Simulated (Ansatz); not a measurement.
# Au (Im-3m) in Ansatz: a series of runs

Aim: see how the results for Au move with the level of theory and the settings. Levels: PBE, RPBE, LDA. Tasks: single point.

Everything below comes from runs of Ansatz 0.2.0. Logs are shortened: lines on timing, memory, paths and dates and some standing lists are left out, and cuts for length are marked.

### 1 The crystal as given

Symmetry: Im-3m, No. 229, cubic system. Conventional cell: a = 3.315 Å, b = 3.315 Å, c = 3.315 Å, α = 90.00°, β = 90.00°, γ = 90.00°. Au (site symmetry m-3m) has 8 Au at 2.87 Å as nearest neighbours.

This isn't the form of Au at room conditions, which is fcc.

### 2 Single point, PBE

input.yaml reads:

```yaml
crystal:
  lattice:
    - [-1.657269, 1.657269, 1.657269]
    - [1.657269, -1.657269, 1.657269]
    - [1.657269, 1.657269, -1.657269]
  atoms:
    - { symbol: Au, position: [0.0, 0.0, 0.0] }
kpoints:
  mp_grid: { grid: [11, 11, 11] }
scf:
  occupations: { method: gaussian, width: 0.02 }
hamiltonian:
  xc: pbe
  pseudopotentials: { kind: all_electron, lapw: { basis_error: 0.001 } }
output:
  forces: true
  stress: true
  eigenvalues: true
```

Potentials or basis: all-electron LAPW, scalar-relativistic.

Started as:

```bash
$ ansatz run input.yaml --threads 1 --pin off --max-ram 3072MiB --backend cpu --events-out ev --progress --plain --runs-dir out
```

Output:

```text
Warning: RAYON_NUM_THREADS=1 ignored (pool sized by the plan → 1); use --threads N
LAPW: plane waves up to 8.113 Å⁻¹, error target 1.0e-3 eV per atom; small_component_spin mean_spin; Au in spheres of 1.435 Å, 43 of its electrons in bands, Dirac shells [] (how accurate: hamiltonian.pseudopotentials.lapw.basis_error, Limitations)
Engine: ansatz 0.2.0, x86_64-unknown-linux-gnu
Pseudopotentials: kind: all_electron
Pseudopotential: Au, LAPW, valence charge 43, lapw/all_electron/scalar/gaussian/Au, Koelling and Harmon's equation, gaussian nucleus
Functional definition: PBE
  parameter kappa = 0.804
  parameter beta = 0.06672455060314922
  exchange = pbe_x(kappa = kappa, mu = beta*pi^2/3)
  correlation = pbe_c(beta = beta)
Crystal: 1 atoms, lattice volume = 18.207 Å³
Basis set: ecut = 250.7939699270678 eV, 177 PW (Γ), exchange–correlation at level 2
Bands: 26, of which v1, the nominal top of the filled ones, is band 22 counted from 1 (21 counted from 0)
Symmetry: 48 space group operations
Space group: Im-3m (ITA 229), of the structure as read, at distance tolerance 2.6e-5 Å
k-points: 56 of 1331
Non-local potential: Au, projectors of the file, none
Initial density: superposition of atomic densities (chi_scale 0.1, normalization cell)
Initial wavefunctions: plane waves of lowest kinetic energy (no species holds an atomic orbital)
Functional: x = pbe(κ = 0.804, μ = 0.2195149727645171), c = pbe(β = 0.06672455060314922)
iter 1 solved again at ethr=1.73e-4 eV; its pass at ethr=1.00e-1 eV (dr2=7.44e-2 eV) is discarded
SCF iter   1: F=—  HF=-517225.110504 eV  |F-HF|=—  |Δ(HF+E_count)|=         —  Δρ=2.47e-2  dr2=7.46e-2  ethr=1.73e-4  ⟨swp⟩=2.9  Hψ=9121  notcnv=0
preconditioner: auto → none  [insulator: Δε(μ)=0.136 eV  Ē_g=15.138 eV  σ=0.020 eV  W_gap=0.95  n_scr=12 (ndim 8)  ℏωp=28.9 eV  f_vac=0.022  D(μ)=0.54/eV (n_scr^D=0)  ε∞_Penn≈4.6]
iter 2 solved again at ethr=3.05e-7 eV; its pass at ethr=1.73e-4 eV (dr2=1.31e-4 eV) is discarded
SCF iter   2: F=—  HF=-517224.892075 eV  |F-HF|=—  |Δ(HF+E_count)|=   2.18e-1  Δρ=1.38e-3  dr2=1.32e-4  ethr=3.05e-7  ⟨swp⟩=2.8  Hψ=7681  notcnv=0
SCF iter   3: F=—  HF=-517224.860019 eV  |F-HF|=—  |Δ(HF+E_count)|=   3.21e-2  Δρ=3.50e-3  dr2=1.33e-3  ethr=3.05e-7  ⟨swp⟩=3.0  Hψ=4790  notcnv=0
SCF iter   4: F=—  HF=-517224.859268 eV  |F-HF|=—  |Δ(HF+E_count)|=   7.51e-4  Δρ=1.08e-3  dr2=1.19e-4  ethr=3.05e-7  ⟨swp⟩=3.0  Hψ=4464  notcnv=0
SCF iter   5: F=—  HF=-517224.859277 eV  |F-HF|=—  |Δ(HF+E_count)|=   8.78e-6  Δρ=1.38e-4  dr2=1.60e-6  ethr=2.77e-7  ⟨swp⟩=2.1  Hψ=4237  notcnv=0
SCF iter   6: F=-517224.859281 eV  HF=-517224.859281 eV  |F-HF|=1.15e-8  |Δ(HF+E_count)|=   3.84e-6  Δρ=7.51e-6  dr2=4.23e-9  ethr=3.72e-9  ⟨swp⟩=3.0  Hψ=4351  notcnv=0
SCF 1 converged in 6 iterations: F = -517224.859281 eV  dr2 = 4.23e-9
SCF converged after 6 iterations
Free energy (F): -517224.859281 eV
Harris-Foulkes:  -517224.859281 eV  (|F-HF|=1.15e-8)
Internal energy: -517224.858721 eV  (E = F + TS)
E sigma→0 (E₀):  -517224.859001 eV
Entropy (-TS):   -0.000559 eV (-0.559 meV/atom)
Fermi energy:    23.029069 eV
--- Per-component energies (eV) ---
  E_band       = -3919.772619
  E_kinetic    = 589518.396332
  E_xc         = -9914.718672
  E_electrostatic = -1096828.536380  (all electrons and nuclei)
  E_smearing   = -0.000559  (= −TS)
  E_closure    = 0.000000  (closes the sum)
  E_atoms      = -517221.663280  (free atoms, spherical and without spin; not in F)
  Σ components = -517224.859281   (vs F -517224.859281, Δ=0.00e0)
  Basis errors (estimates in eV, not in F): energy 2.8e-4 per atom: plane waves 2.5e-4 (1.3e-4 summed), levels above the bands 0.0e0, relativity 5.5e-8, radial functions 3.1e-5, core shells 1.5e-8; eigenvalues (radial functions only) 7.7e-6; not estimated: angular momenta, meshes, grids; target (lapw.basis_error) 1.0e-3; muffin-tin radii Au 1.435 Å
--- Forces (eV/Å), atoms counted from 1 ---
  atom   1  Au    -0.00000000     0.00000000    -0.00000000
  max |Σ_I F_I| component: 1.04e-30 eV/Å
--- Stress (GPa, compression-positive) ---
       -0.859513       0.000000       0.000000
        0.000000      -0.859513       0.000000
        0.000000       0.000000      -0.859513
  P = ⅓ Tr σ = -0.8595 GPa (-8.595 kbar)
--- Band table (eV; the first three rows and the last of 56) ---
  k-point 0: bands = ["-299.3850", "-299.3850", "-299.3850", "-299.3650", "-299.3650", "-82.0925", "-55.1374", "-55.1246", "-55.1246", "-55.1246", "-55.1129", "-55.1129", "-55.1129", "-33.4539", "-33.4539", "-33.4539", "13.9548", "18.6272", "18.6272", "18.6272", "20.3697", "20.3697", "39.5702", "39.5702", "39.5702", "46.3032"]
  k-point 1: bands = ["-299.3850", "-299.3850", "-299.3850", "-299.3650", "-299.3650", "-82.0917", "-55.1375", "-55.1246", "-55.1246", "-55.1246", "-55.1130", "-55.1129", "-55.1129", "-33.4679", "-33.4591", "-33.4538", "14.2409", "18.5416", "18.6353", "18.8223", "20.2724", "20.3760", "39.3965", "39.5915", "39.9157", "44.0011"]
  k-point 2: bands = ["-299.3850", "-299.3850", "-299.3850", "-299.3650", "-299.3650", "-82.0897", "-55.1377", "-55.1246", "-55.1245", "-55.1245", "-55.1131", "-55.1130", "-55.1129", "-33.5052", "-33.4728", "-33.4533", "15.0313", "18.3193", "18.6585", "19.3778", "20.1120", "20.3992", "37.4991", "38.9785", "40.8696", "42.4635"]
  k-point 55: bands = ["-299.3850", "-299.3850", "-299.3850", "-299.3650", "-299.3650", "-82.0754", "-55.1391", "-55.1240", "-55.1240", "-55.1240", "-55.1133", "-55.1133", "-55.1133", "-33.5874", "-33.5857", "-33.5857", "16.9377", "16.9607", "21.2446", "21.2446", "21.3448", "28.1981", "29.7143", "29.7143", "33.0660", "38.3946"]
```

Run time: 7.3 s. Hardware: 1 thread of Intel Xeon at 2.70GHz, shared host; peak memory 0.3 GiB.

Results:

```yaml
Free_energy: -517224.8593 eV
Pressure: -0.9 GPa
Band_gap_on_the_k_mesh: none (metal or under the smearing width)
```

Levels at points of the mesh, in eV from the Fermi level:
```csv
k point,band 19,band 20,band 21,band 22,band 23,band 24,band 25,band 26
"(0.00, 0.00, 0.00)",-4.40,-4.40,-2.66,-2.66,16.54,16.54,16.54,23.27
```

### 3 Single point, RPBE, spin-orbit coupling, no magnetisation

Changes to input.yaml since step 2:

```diff
@@ -8,8 +8,11 @@
 kpoints:
-  mp_grid: { grid: [11, 11, 11] }
+  mp_grid: { grid: [8, 8, 8] }
 scf:
-  occupations: { method: gaussian, width: 0.02 }
+  occupations: { method: methfessel_paxton, width: 0.1 }
 hamiltonian:
-  xc: pbe
+  xc: rpbe
   pseudopotentials: { kind: all_electron, lapw: { basis_error: 0.001 } }
+magnetization:
+  noncollinear: true
+  spin_orbit: true
 output:
```

Potentials or basis: all-electron LAPW, relativistic spinors.

Started as:

```bash
$ ansatz run input.yaml --threads 1 --pin off --max-ram 3072MiB --backend cpu --events-out ev --progress --plain --runs-dir out
```

Output:

```text
Warning: RAYON_NUM_THREADS=1 ignored (pool sized by the plan → 1); use --threads N
LAPW: plane waves up to 8.113 Å⁻¹, error target 1.0e-3 eV per atom; Dirac's equation on spinors; Au in spheres of 1.435 Å, 43 of its electrons in bands (how accurate: hamiltonian.pseudopotentials.lapw.basis_error, Limitations)
[... 2 set-up lines as earlier in the session ...]
Pseudopotential: Au, LAPW, valence charge 43, lapw/all_electron/dirac/gaussian/Au, Dirac's equation, gaussian nucleus
Functional definition: RPBE
[... 47 lines left out ...]
--- Forces (eV/Å), atoms counted from 1 ---
  atom   1  Au     0.00000000    -0.00000000     0.00000000
  max |Σ_I F_I| component: 6.03e-25 eV/Å
--- Stress (GPa, compression-positive) ---
        0.852214      -0.000000      -0.000000
       -0.000000       0.852214      -0.000000
       -0.000000      -0.000000       0.852214
  P = ⅓ Tr σ = 0.8522 GPa (8.522 kbar)
--- Band table (eV; the first three rows and the last of 29) ---
  k-point 0: bands = ["-309.8452", "-309.8452", "-309.8452", "-309.8452", "-291.7692", "-291.7692", "-291.7543", "-291.7543", "-291.7543", "-291.7543", "-81.8765", "-81.8765", "-56.9073", "-56.9073", "-56.8915", "-56.8915", "-56.8915", "-56.8915", "-53.0986", "-53.0986", "-53.0844", "-53.0844", "-53.0844", "-53.0844", "-53.0753", "-53.0753", "-45.5818", "-45.5818", "-29.0236", "-29.0236", "-29.0236", "-29.0236", "14.0914", "14.0914", "18.0877", "18.0877", "18.0877", "18.0877", "19.2584", "19.2584", "20.6603", "20.6603", "20.6603", "20.6603", "39.6811", "39.6811", "39.6874", "39.6874", "39.6874", "39.6874", "43.4449", "43.4449"]
  k-point 1: bands = ["-309.8452", "-309.8452", "-309.8452", "-309.8452", "-291.7692", "-291.7692", "-291.7543", "-291.7543", "-291.7543", "-291.7543", "-81.8751", "-81.8751", "-56.9073", "-56.9073", "-56.8916", "-56.8916", "-56.8915", "-56.8915", "-53.0986", "-53.0986", "-53.0845", "-53.0845", "-53.0844", "-53.0844", "-53.0753", "-53.0753", "-45.5870", "-45.5870", "-29.0496", "-29.0496", "-29.0290", "-29.0290", "14.6199", "14.6199", "18.0481", "18.0481", "18.1943", "18.1943", "19.3872", "19.3872", "20.4889", "20.4889", "20.7063", "20.7063", "38.9669", "38.9669", "39.6116", "39.6116", "40.3245", "40.3245", "41.8415", "41.8415"]
  k-point 2: bands = ["-309.8452", "-309.8452", "-309.8452", "-309.8452", "-291.7692", "-291.7692", "-291.7543", "-291.7543", "-291.7543", "-291.7543", "-81.8717", "-81.8717", "-56.9074", "-56.9074", "-56.8916", "-56.8916", "-56.8915", "-56.8915", "-53.0988", "-53.0988", "-53.0845", "-53.0845", "-53.0843", "-53.0843", "-53.0754", "-53.0754", "-45.5996", "-45.5996", "-29.1118", "-29.1118", "-29.0420", "-29.0420", "15.8754", "15.8754", "17.8532", "17.8532", "18.4748", "18.4748", "20.0100", "20.0100", "20.3115", "20.3115", "20.9030", "20.9030", "34.6626", "34.6626", "37.9613", "37.9613", "40.8531", "40.8531", "41.9345", "41.9345"]
  k-point 28: bands = ["-309.8452", "-309.8452", "-309.8452", "-309.8452", "-291.7692", "-291.7692", "-291.7543", "-291.7543", "-291.7543", "-291.7543", "-81.8589", "-81.8589", "-56.9076", "-56.9076", "-56.8916", "-56.8916", "-56.8916", "-56.8916", "-53.0993", "-53.0993", "-53.0842", "-53.0842", "-53.0842", "-53.0842", "-53.0758", "-53.0758", "-45.6440", "-45.6440", "-29.2026", "-29.2026", "-29.2026", "-29.2026", "16.8120", "16.8120", "16.8120", "16.8120", "21.1469", "21.1469", "21.1469", "21.1469", "22.1860", "22.1860", "27.8693", "27.8693", "30.1677", "30.1677", "30.1677", "30.1677", "32.2712", "32.2712", "38.5173", "38.5173"]
```

Wall time 42 s (1 thread of Intel Xeon at 2.70GHz, shared host); peak memory 0.42 GiB.

Results:

```
Free energy            : -518226.5058 eV
Pressure               : 0.9 GPa
Band gap on the k mesh : none (metal or under the smearing width)
```

Levels at points of the mesh, in eV from the Fermi level:
| k point | band 38 | band 39 | band 40 | band 41 | band 42 | band 43 | band 44 | band 45 | band 46 | band 47 |
| --- | --- | --- | --- | --- | --- | --- | --- | --- | --- | --- |
| (0.00, 0.00, 0.00) | -5.40 | -4.23 | -4.23 | -2.83 | -2.83 | -2.83 | -2.83 | 16.20 | 16.20 | 16.20 |
| (0.00, 0.00, -0.50) | -3.28 | -2.88 | -2.88 | -1.48 | -1.48 | -0.72 | -0.72 | 3.03 | 3.03 | 11.84 |
| (-0.50, -0.50, -0.50) | -2.34 | -2.34 | -2.34 | -1.30 | -1.30 | 4.38 | 4.38 | 6.68 | 6.68 | 6.68 |

Caveat: the k mesh is thin for a metal, which can move the energy by tens of meV per atom.

### 4 Single point, LDA

input.yaml reads:

```yaml
crystal:
  lattice:
    - [-1.657269, 1.657269, 1.657269]
    - [1.657269, -1.657269, 1.657269]
    - [1.657269, 1.657269, -1.657269]
  atoms:
    - { symbol: Au, position: [0.0, 0.0, 0.0] }
kpoints:
  mp_grid: { grid: [11, 11, 11] }
scf:
  occupations: { method: gaussian, width: 0.1 }
hamiltonian:
  xc: lda
  pseudopotentials: { kind: all_electron, lapw: { basis_error: 0.001 } }
output:
  forces: true
  stress: true
  eigenvalues: true
```

Potentials or basis: all-electron LAPW, scalar-relativistic.

Started as:

```bash
$ ansatz run input.yaml --threads 1 --pin off --max-ram 3072MiB --backend cpu --events-out ev --progress --plain --runs-dir out
```

Wall time 6.9 s (1 thread of Intel Xeon at 2.70GHz, shared host); peak memory 0.3 GiB.

Results (log left out):

| Item | Value |
| --- | --- |
| Free energy | -516940.5991 eV |
| Pressure | -13.0 GPa |
| Band gap on the k mesh | none (metal or under the smearing width) |

Levels at points of the mesh, in eV from the Fermi level:
```tsv
k point	band 19	band 20	band 21	band 22	band 23	band 24
(0.00, 0.00, 0.00)	-4.36	-4.36	-2.59	-2.59	16.57	16.57
```

### 5 The runs side by side

| level | potentials or basis | spin | k mesh | smearing | gap on the mesh (eV) | pressure (GPa) |
| --- | --- | --- | --- | --- | --- | --- |
| PBE | all-electron LAPW, scalar-relativistic | off | 11 × 11 × 11 | gaussian 0.02 eV | none | -0.9 |
| RPBE | all-electron LAPW, relativistic spinors | SOC, no magnetisation | 8 × 8 × 8 | methfessel-paxton 0.1 eV | none | 0.9 |
| LDA | all-electron LAPW, scalar-relativistic | off | 11 × 11 × 11 | gaussian 0.1 eV | none | -13.0 |

Alike in all rows: task single point; cell as given; cutoff (eV) 251; basis error allowed 0.001 eV/atom.

Caveats: the k mesh is thin for a metal, which can move the energy by tens of meV per atom (some runs).

Compare energies only between runs with the same functional and basis.
